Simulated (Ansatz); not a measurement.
SnO2: pressure coefficient of the gap from its deformation potential

Computed with Ansatz 0.2.0, DFT LDA, scalar-relativistic, plane waves, PAW. Cutoff 420 eV, mesh 6×6×6 in the first runs.

The relaxed cell is P4_2/mnm with a = 4.722 Å, c = 3.190 Å. An equation of state gives B0 = 201.8 GPa at V0 = 11.860 Å³/atom, and gaps on the k mesh of 1.500 eV at 11.502 Å³/atom, 1.161 eV at 11.858 Å³/atom, 0.853 eV at 12.214 Å³/atom.

Q: Predict dE_g/dP at zero pressure, and compare with cells relaxed under pressure.

A: A parabola in ln V through the three points has the slope a = dE_g/d ln V = -10.76 eV at V0. Since dP = −B d ln V, dE_g/dP = −a/B = 53.3 meV/GPa. Separate runs under pressure gave gaps (over the zone) of 0.999 eV at -3.00 GPa, 1.161 eV at -0.01 GPa, 1.317 eV at 3.01 GPa, a slope of 52.8 meV/GPa at zero. The two routes agree within 0.5 meV/GPa. Compression widens this gap. Pressure coefficients of semilocal functionals are as a rule better than their gaps.

The gap of rutile SnO2 rises under compression because its two edges respond differently to shorter Sn–O bonds. The conduction-band minimum is an antibonding state of Sn 5s with O character, pushed up as the overlap grows, whereas the valence-band top is largely O 2p lone-pair in nature and probably moves less. The response is not quite linear. Equal volume steps change the gap more on compression than on expansion, yet the gain per unit pressure falls slightly between -3.00 and 3.01 GPa. This suggests that the stiffening of the lattice outweighs the growing deformation potential. The agreement of the two routes supports the internal consistency of the coefficient, but both rest on the same functional. The gap of 1.161 eV itself lies far below the measured one, as expected from Kohn–Sham eigenvalues in LDA, which lack the derivative discontinuity. Gap differences alone do not show how much each band edge contributes to the shift.
